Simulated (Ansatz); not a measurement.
# TiNi (P4/mmm) in Ansatz: a series of runs

The runs below take TiNi through single point, equation of state, with r2SCAN.

Program: Ansatz 0.2.0. These are calculated values, not measurements. Logs are shortened: lines on timing, memory, paths and dates and some standing lists are left out, and cuts for length are marked.

## 1. Starting point

Symmetry: P4/mmm, No. 123, tetragonal system. The conventional cell has a = 2.736 Å, b = 2.736 Å, c = 3.581 Å, α = 90.00°, β = 90.00°, γ = 90.00°. Ni (site symmetry 4/mmm) has 8 Ti at 2.64 Å and 4 Ni at 2.74 Å as nearest neighbours. Ti (site symmetry 4/mmm) has 8 Ni at 2.64 Å and 4 Ti at 2.74 Å as nearest neighbours.

The cell comes from a database or a generator and needn't be the stable form of this composition.

## 2. Single point, r2SCAN, collinear spin, ferromagnetic start, 12.60 Å³/atom (volume scaled by 0.94)

The input, input.yaml:

```yaml
crystal:
  lattice:
    - [2.679954615, 0.0, 0.0]
    - [0.0, 2.679954615, 0.0]
    - [0.0, 0.0, 3.5082994856]
  atoms:
    - { symbol: Ni, position: [0.0, 0.0, 0.0], spin: 1.0 }
    - { symbol: Ti, position: [0.5, 0.5, 0.5], spin: 1.0 }
hamiltonian:
  xc: r2scan
  pseudopotentials: { kind: paw }
magnetization:
  spin_polarized: true
kpoints:
  mp_grid: { grid: [10, 10, 8] }
scf:
  occupations: { method: fermi_dirac, width: 0.05 }
output:
  forces: true
  stress: true
  eigenvalues: true
  write_density: true
  write_potential: true
  elf: true
  volumetric_format: npy
```

Potentials or basis: Ansatz PAW.

Run with:

```bash
$ ansatz run input.yaml --threads 2 --pin off --max-ram 5632MiB --backend cpu --events-out ev --progress --plain --runs-dir out
```

Log:

```text
Warning: RAYON_NUM_THREADS=2 ignored (pool sized by the plan → 2); use --threads N
Engine: ansatz 0.2.0, aarch64-unknown-linux-gnu
Pseudopotentials: kind: paw
Pseudopotential: Ni, paw, valence charge 18, recommended cutoff 500 eV (meta_gga), Ni.paw.azcp
Pseudopotential: Ti, paw, valence charge 12, recommended cutoff 500 eV (meta_gga), Ti.paw.azcp
Functional definition: r2SCAN
  parameter k0 = 0.174
  parameter k1 = 0.065
  parameter a1 = 4.9479
  exchange = r2scan_x(k0 = k0, k1 = k1, a1 = a1)
  correlation = r2scan_c
Crystal: 2 atoms, lattice volume = 25.197 Å³
Basis set: ecut = 500 eV, 633 PW (Γ), exchange–correlation on 80×80×108 points (64 copies of the dense FFT grid, shifted against one another)
Bands: 20, of which v1, the nominal top of the filled ones, is band 15 counted from 1 (14 counted from 0)
Symmetry: 16 space group operations
Space group: P4/mmm (ITA 123), of the structure as read, at distance tolerance 2.9e-5 Å
Magnetic group: BNS 123.339 (UNI 999), of the structure as read, at distance tolerance 2.9e-5 Å
k-points: 105 of 800
Non-local potential: Ni, projectors of the file, l = 0: 3, l = 1: 2, l = 2: 3, l = 3: 1
Non-local potential: Ti, projectors of the file, l = 0: 3, l = 1: 2, l = 2: 3, l = 3: 1
PAW form: soft (Blöchl's): semilocal exchange-correlation on the pseudo side does not see the compensation charge
PAW frozen core: Ni, regenerated for the run's functional (the file was generated under x = pbe(κ = 0.804, μ = 0.2195149727645171), c = pbe(β = 0.06672455060314922))
PAW frozen core: Ti, regenerated for the run's functional (the file was generated under x = pbe(κ = 0.804, μ = 0.2195149727645171), c = pbe(β = 0.06672455060314922))
PAW one-centre angular grid: Ni, 590 points (default); XC on 160 Gauss nodes
PAW one-centre angular grid: Ti, 590 points (default); XC on 160 Gauss nodes
Initial density: superposition of atomic densities (chi_scale 0.1, normalization cell)
Starting moments: Σ|m| = 2 μB on 2 of 2 sites
Initial wavefunctions: pseudopotential atomic-orbital guess
Functional: x = r2scan, c = r2scan; τ floored in thin density (d = 2e-4 eV/Å³)
SCF iter   1: F=—  HF=-8349.297059 eV  |F-HF|=—  |Δ(HF+E_count)|=         —  Δρ=6.51e-2 (↑6.51e-2 ↓3.17e-2)  dr2=1.31e0  dr2_τ=2.02e-2  dr2_m=2.62e-1  M=1.207 μB ∫|m|=1.239 μB  β_m=0.76  ethr=3.10e-3  ⟨swp⟩=3.7  Hψ=15821  notcnv=0
Mixer restart at iter 1: flushing history
preconditioner: auto → none  [metal: Δε(μ)=0.023 eV  Ē_g=6.101 eV  σ=0.050 eV  W_gap=0.12  n_scr=6 (ndim 8)  ℏωp=27.7 eV  f_vac=0.000  D(μ)=1.75/eV (n_scr^D=18)  sad-step TF]
SCF iter   2: F=—  HF=-8349.249331 eV  |F-HF|=—  |Δ(HF+E_count)|=   4.77e-2  Δρ=2.87e-2 (↑2.83e-2 ↓2.87e-2)  dr2=8.24e-1  dr2_τ=2.78e-3  dr2_m=2.90e-2  M=1.140 μB ∫|m|=1.202 μB  β_m=1.00  ethr=3.10e-3  ⟨swp⟩=2.0  Hψ=6875  notcnv=0  defer=47  κ⁻¹=1.0e0(r=1)
SCF iter   3: F=—  HF=-8349.575996 eV  |F-HF|=—  |Δ(HF+E_count)|=   3.27e-1  Δρ=1.43e-2 (↑1.43e-2 ↓1.20e-2)  dr2=9.78e-2  dr2_τ=2.35e-3  dr2_m=2.96e-3  M=1.097 μB ∫|m|=1.200 μB  β_m=1.00  ethr=2.75e-3  ⟨swp⟩=2.8  Hψ=6993  notcnv=0  defer=47  κ⁻¹=6.1e-1(r=2)
SCF iter   4: F=—  HF=-8349.921443 eV  |F-HF|=—  |Δ(HF+E_count)|=         —  Δρ=2.93e-2 (↑1.70e-2 ↓2.93e-2)  dr2=5.80e-2  dr2_τ=1.54e-3  dr2_m=1.12e-1  M=0.700 μB ∫|m|=0.855 μB  β_m=0.85  ethr=3.26e-4  ⟨swp⟩=2.6  Hψ=8067  notcnv=0  defer=27
Mixer restart at iter 4: flushing history
[... 17 lines left out ...]
SCF iter  22: F=—  HF=-8350.277298 eV  |F-HF|=—  |Δ(HF+E_count)|=   3.57e-8  Δρ=1.99e-6 (↑1.31e-6 ↓1.99e-6)  dr2=2.37e-10  dr2_τ=5.16e-12  dr2_m=5.34e-10  M=0.417 μB ∫|m|=0.452 μB  β_m=1.00  ethr=2.91e-11  ⟨swp⟩=2.0  Hψ=7304  notcnv=0  defer=9  κ⁻¹=3.5e-5(r=8)
SCF iter  23: F=-8350.277298 eV  HF=-8350.277298 eV  |F-HF|=7.79e-9  |Δ(HF+E_count)|=   4.33e-8  Δρ=1.67e-6 (↑1.67e-6 ↓6.48e-7)  dr2=3.99e-10  dr2_τ=5.33e-12  dr2_m=2.17e-10  M=0.417 μB ∫|m|=0.452 μB  ethr=1.00e-12  ⟨swp⟩=4.8  Hψ=24904  notcnv=0
SCF 1 converged in 23 iterations: F = -8350.277298 eV  dr2 = 3.99e-10
this state was not tested for a lower state beside it, because the mixer in use, unlike msr1, does not test its closes by its own steps (another_mixer; see scf.mixing.algorithm and scf.lower_state_search)
SCF converged after 23 iterations
Magnetization: 0.4170 μB (15.2085 up, 14.7915 down)
Absolute magnetization: 0.4522 μB (∫|ρ↑−ρ↓|, with the PAW one-centre terms)
Spin contamination: 0.0129 ħ² per cell (⟨S²⟩ above its minimum at these occupations)
Per-site moments (μB) at R_I (Å): [(0.10667516775446949, 1.0651864817479861), (0.26624291903806185, 1.0651864817479861)]
Free energy (F): -8350.277298 eV
Harris-Foulkes:  -8350.277298 eV  (|F-HF|=7.79e-9)
Internal energy: -8350.264005 eV  (E = F + TS)
E sigma→0 (E₀):  -8350.270652 eV
Entropy (-TS):   -0.013293 eV (-6.647 meV/atom)
Fermi energy:    17.338416 eV
--- Per-component energies (eV) ---
  E_band       = -451.744182
  E_kinetic    = 559.545174
  E_local      = -4468.174577  (includes V_loc(G=0)·N_el)
  E_nonlocal   = 644.181699
  E_hartree    = 1892.863016
  E_xc         = -173.800176
  E_vxc        = -253.300482  (∫ρ·V_xc dr)
  E_paw        = -2699.365851  (= ΣΔE_a)
  E_vpaw       = -738.001788  (= ΣTr[D̂ρ^β])
  E_aug_tail   = 0.000316  (compensation charges beyond the density's cutoff)
  E_vtau       = 18.280789  (kinetic-family band-sum trace: ∫τ·v_τ [+ j·A + Jᵃ·Aᵃ] dr)
  E_ewald      = -4104.960080
  E_core_change = -0.553526  (= ΣΔE_core)
  E_smearing   = -0.013293  (= −TS)
  E_closure    = -0.000000  (closes the sum)
  Σ components = -8350.277298   (vs F -8350.277298, Δ=0.00e0)
--- Forces (eV/Å), atoms counted from 1 ---
  atom   1  Ni    -0.00000000     0.00000000     0.00000000
  atom   2  Ti     0.00000000     0.00000000     0.00000000
  max |Σ_I F_I| component: 2.51e-29 eV/Å
--- Stress (GPa, compression-positive) ---
        8.411333       0.000000       0.000000
        0.000000       8.411333       0.000000
        0.000000       0.000000       7.297699
  P = ⅓ Tr σ = 8.0401 GPa (80.401 kbar)
--- Band table (eV; the first three rows and the last of 210) ---
  k-point 0 ↑: bands = ["-89.9502", "-48.8581", "-48.8287", "-48.8287", "-41.9831", "-17.1074", "-16.8137", "-16.8137", "8.9792", "12.8443", "13.3188", "15.2020", "15.2020", "15.8891", "16.6696", "17.9754", "20.5320", "20.5320", "21.1292", "21.5083"]
  k-point 1 ↑: bands = ["-89.9502", "-48.8586", "-48.8287", "-48.8287", "-41.9817", "-17.1199", "-16.8136", "-16.8136", "9.2127", "12.9074", "13.3984", "15.2349", "15.2349", "15.8982", "16.5591", "17.7307", "20.3575", "20.3575", "20.9534", "21.1144"]
  k-point 2 ↑: bands = ["-89.9501", "-48.8601", "-48.8286", "-48.8286", "-41.9786", "-17.1499", "-16.8133", "-16.8133", "9.8821", "13.0245", "13.6166", "15.3205", "15.3205", "15.9203", "16.2668", "16.9390", "19.9578", "19.9578", "20.0446", "21.0784"]
  k-point 104 ↓: bands = ["-89.7495", "-48.7089", "-48.6661", "-48.6661", "-41.4294", "-17.0561", "-17.0561", "-16.7614", "13.8945", "14.3806", "14.5224", "14.5224", "15.6520", "15.6520", "15.8307", "16.8075", "20.7567", "22.5901", "25.2958", "26.9316"]
```

v_z.tsv:

```text
# z_ang	v_es[eV]	v_tot_up[eV]	v_tot_dn[eV]
# format = ansatz-planar-average/11
# xc	r2scan
# density_cutoff_ev	2000
# datasets	Ni=:simpson_from_first_knot:soft:shift=0	Ti=:simpson_from_first_knot:soft:shift=0
# lattice	2.679954615	0.000000000	0.000000000
# lattice	0.000000000	2.679954615	0.000000000
# lattice	0.000000000	0.000000000	3.508299486
# sites	2
# site	28	0.000000000	0.000000000	0.000000000
# site	22	1.339977308	1.339977308	1.754149743
0.000000	2.645936e0	-1.165144e1	-1.165978e1
0.129937	3.180264e0	-1.106059e1	-1.108480e1
0.259874	4.699175e0	-9.247022e0	-9.291894e0
0.389811	6.949426e0	-6.530005e0	-6.604597e0
0.519748	9.514440e0	-3.224833e0	-3.308983e0
0.649685	1.181912e1	-2.860994e-1	-3.756781e-1
[... 19 lines left out ...]
3.248425	4.699175e0	-9.247022e0	-9.291894e0
3.378362	3.180264e0	-1.106059e1	-1.108480e1
```

Wall time 16 s (2 threads of Arm Neoverse V2, shared host); peak memory 0.47 GiB.

Results:

| Quantity | Value |
| --- | --- |
| Free energy | -8350.2773 eV |
| Pressure | 8.0 GPa |
| Band gap on the k mesh | none (metal or under the smearing width) |
| Net moment | 0.42 μB per cell |
| Absolute moment | 0.45 μB per cell |
| Site moments | Ni +0.11; Ti +0.27 μB |

Caveat: the magnetic or orbital state may not be the lowest; the PAW data sets come from PBE, with cores solved anew for the run's functional, which leaves a small shift of forces and pressure.

## 3. Single point, r2SCAN, collinear spin, ferromagnetic start, 12.87 Å³/atom (volume scaled by 0.96)

input.yaml: that of step 2 with these lines changed.

```diff
@@ -2,5 +2,5 @@
   lattice:
-    - [2.679954615, 0.0, 0.0]
-    - [0.0, 2.679954615, 0.0]
-    - [0.0, 0.0, 3.5082994856]
+    - [2.6988281566, 0.0, 0.0]
+    - [0.0, 2.6988281566, 0.0]
+    - [0.0, 0.0, 3.5330066341]
   atoms:
@@ -21,5 +21 @@
   eigenvalues: true
-  write_density: true
-  write_potential: true
-  elf: true
-  volumetric_format: npy
```

Potentials or basis: Ansatz PAW.

Run with:

```bash
$ ansatz run input.yaml --threads 2 --pin off --max-ram 5632MiB --backend cpu --events-out ev --progress --plain --runs-dir out
```

It took 16 s on 2 threads of Arm Neoverse V2, shared host; peak memory 0.46 GiB.

The run converged. Its results:

- Free energy: -8350.2973 eV
- Pressure: 4.0 GPa
- Band gap on the k mesh: none (metal or under the smearing width)
- Net moment: 0.44 μB per cell
- Absolute moment: 0.48 μB per cell
- Site moments: Ni +0.12; Ti +0.28 μB

Caveat: the magnetic or orbital state may not be the lowest; the PAW data sets come from PBE, with cores solved anew for the run's functional, which leaves a small shift of forces and pressure.

## 4. Single point, r2SCAN, collinear spin, ferromagnetic start, 13.13 Å³/atom (volume scaled by 0.98)

input.yaml: that of step 3 with these lines changed.

```diff
@@ -2,5 +2,5 @@
   lattice:
-    - [2.6988281566, 0.0, 0.0]
-    - [0.0, 2.6988281566, 0.0]
-    - [0.0, 0.0, 3.5330066341]
+    - [2.7174413528, 0.0, 0.0]
+    - [0.0, 2.7174413528, 0.0]
+    - [0.0, 0.0, 3.557372967]
   atoms:
@@ -21 +21,5 @@
   eigenvalues: true
+  write_density: true
+  write_potential: true
+  elf: true
+  volumetric_format: npy
```

Run with:

```bash
$ ansatz run input.yaml --threads 2 --pin off --max-ram 5632MiB --backend cpu --events-out ev --progress --plain --runs-dir out
```

Run time: 17 s. Hardware: 2 threads of Arm Neoverse V2, shared host; peak memory 0.47 GiB.

It converged, with:

| Quantity | Value |
| --- | --- |
| Free energy | -8350.3046 eV |
| Pressure | 0.4 GPa |
| Band gap on the k mesh | none (metal or under the smearing width) |
| Net moment | 0.47 μB per cell |
| Absolute moment | 0.51 μB per cell |
| Site moments | Ni +0.14; Ti +0.29 μB |

Caveat: the magnetic or orbital state may not be the lowest; the PAW data sets come from PBE, with cores solved anew for the run's functional, which leaves a small shift of forces and pressure.

## 5. Single point, r2SCAN, collinear spin, ferromagnetic start, 13.40 Å³/atom

input.yaml: that of step 4 with these lines changed.

```diff
@@ -2,5 +2,5 @@
   lattice:
-    - [2.7174413528, 0.0, 0.0]
-    - [0.0, 2.7174413528, 0.0]
-    - [0.0, 0.0, 3.557372967]
+    - [2.735803, 0.0, 0.0]
+    - [0.0, 2.735803, 0.0]
+    - [0.0, 0.0, 3.58141]
   atoms:
@@ -21,5 +21 @@
   eigenvalues: true
-  write_density: true
-  write_potential: true
-  elf: true
-  volumetric_format: npy
```

Run with:

```bash
$ ansatz run input.yaml --threads 2 --pin off --max-ram 5632MiB --backend cpu --events-out ev --progress --plain --runs-dir out
```

Run time: 17 s. Hardware: 2 threads of Arm Neoverse V2, shared host; peak memory 0.47 GiB.

The run converged. Its results:

| Property | Result |
| --- | --- |
| Free energy | -8350.3004 eV |
| Pressure | -2.9 GPa |
| Band gap on the k mesh | none (metal or under the smearing width) |
| Net moment | 0.50 μB per cell |
| Absolute moment | 0.55 μB per cell |
| Site moments | Ni +0.16; Ti +0.31 μB |

Caveat: the magnetic or orbital state may not be the lowest; the PAW data sets come from PBE, with cores solved anew for the run's functional, which leaves a small shift of forces and pressure.

## 6. Single point, r2SCAN, collinear spin, ferromagnetic start, 13.67 Å³/atom (volume scaled by 1.02)

input.yaml: that of step 5 with these lines changed.

```diff
@@ -2,5 +2,5 @@
   lattice:
-    - [2.735803, 0.0, 0.0]
-    - [0.0, 2.735803, 0.0]
-    - [0.0, 0.0, 3.58141]
+    - [2.7539214287, 0.0, 0.0]
+    - [0.0, 2.7539214287, 0.0]
+    - [0.0, 0.0, 3.6051286382]
   atoms:
```

Potentials or basis: Ansatz PAW.

Run with:

```bash
$ ansatz run input.yaml --threads 2 --pin off --max-ram 5632MiB --backend cpu --events-out ev --progress --plain --runs-dir out
```

Wall time 20 s (2 threads of Arm Neoverse V2, shared host); peak memory 0.49 GiB.

Results (log left out):

```yaml
Free_energy: -8350.2859 eV
Pressure: -5.7 GPa
Band_gap_on_the_k_mesh: none (metal or under the smearing width)
Net_moment: 0.54 μB per cell
Absolute_moment: 0.60 μB per cell
Site_moments: Ni +0.18; Ti +0.32 μB
```

Caveat: the magnetic or orbital state may not be the lowest; the PAW data sets come from PBE, with cores solved anew for the run's functional, which leaves a small shift of forces and pressure.

## 7. Single point, r2SCAN, collinear spin, ferromagnetic start, 13.94 Å³/atom (volume scaled by 1.04)

input.yaml: that of step 6 with these lines changed.

```diff
@@ -2,5 +2,5 @@
   lattice:
-    - [2.7539214287, 0.0, 0.0]
-    - [0.0, 2.7539214287, 0.0]
-    - [0.0, 0.0, 3.6051286382]
+    - [2.7718045364, 0.0, 0.0]
+    - [0.0, 2.7718045364, 0.0]
+    - [0.0, 0.0, 3.6285392204]
   atoms:
@@ -21 +21,5 @@
   eigenvalues: true
+  write_density: true
+  write_potential: true
+  elf: true
+  volumetric_format: npy
```

Run with:

```bash
$ ansatz run input.yaml --threads 2 --pin off --max-ram 5632MiB --backend cpu --events-out ev --progress --plain --runs-dir out
```

It took 22 s on 2 threads of Arm Neoverse V2, shared host; peak memory 0.5 GiB.

It converged, with:

* Free energy: -8350.2624 eV
* Pressure: -8.3 GPa
* Band gap on the k mesh: none (metal or under the smearing width)
* Net moment: 0.60 μB per cell
* Absolute moment: 0.67 μB per cell
* Site moments: Ni +0.21; Ti +0.35 μB

Caveat: the magnetic or orbital state may not be the lowest; the PAW data sets come from PBE, with cores solved anew for the run's functional, which leaves a small shift of forces and pressure.

## 8. Single point, r2SCAN, collinear spin, ferromagnetic start, 14.21 Å³/atom (volume scaled by 1.06)

input.yaml: that of step 7 with these lines changed.

```diff
@@ -2,5 +2,5 @@
   lattice:
-    - [2.7718045364, 0.0, 0.0]
-    - [0.0, 2.7718045364, 0.0]
-    - [0.0, 0.0, 3.6285392204]
+    - [2.7894598184, 0.0, 0.0]
+    - [0.0, 2.7894598184, 0.0]
+    - [0.0, 0.0, 3.6516515584]
   atoms:
@@ -21,5 +21 @@
   eigenvalues: true
-  write_density: true
-  write_potential: true
-  elf: true
-  volumetric_format: npy
```

Run with:

```bash
$ ansatz run input.yaml --threads 2 --pin off --max-ram 5632MiB --backend cpu --events-out ev --progress --plain --runs-dir out
```

It took 18 s on 2 threads of Arm Neoverse V2, shared host; peak memory 0.49 GiB.

The run converged. Its results:

```
Free energy            : -8350.2309 eV
Pressure               : -10.5 GPa
Band gap on the k mesh : none (metal or under the smearing width)
Net moment             : 0.67 μB per cell
Absolute moment        : 0.74 μB per cell
Site moments           : Ni +0.25; Ti +0.38 μB
```

Caveat: the magnetic or orbital state may not be the lowest; the PAW data sets come from PBE, with cores solved anew for the run's functional, which leaves a small shift of forces and pressure.

## 9. Equation of state, r2SCAN, collinear spin, ferromagnetic start

Potentials or basis: Ansatz PAW.

This step only gathers the single runs of the series.

Results:

```
Equilibrium volume                        : 13.16 Å³/atom
Bulk modulus at fixed shape and positions : 166 GPa
Pressure derivative of the bulk modulus   : 4.8
```

Energy against volume, from the lowest point:
```
volume (Å³/atom)  energy (meV/atom)
          12.599              13.64
          12.867               3.62
          13.135               0.00
          13.403               2.11
          13.671               9.35
          13.939              21.11
          14.207              36.83
```

Caveat: the magnetic or orbital state may not be the lowest; the cell was scaled at fixed shape and fractional positions, which overstates the stiffness of a crystal with free parameters, most of all of layers and chains; the PAW data sets were made with another functional, which shifts forces and pressure a little.
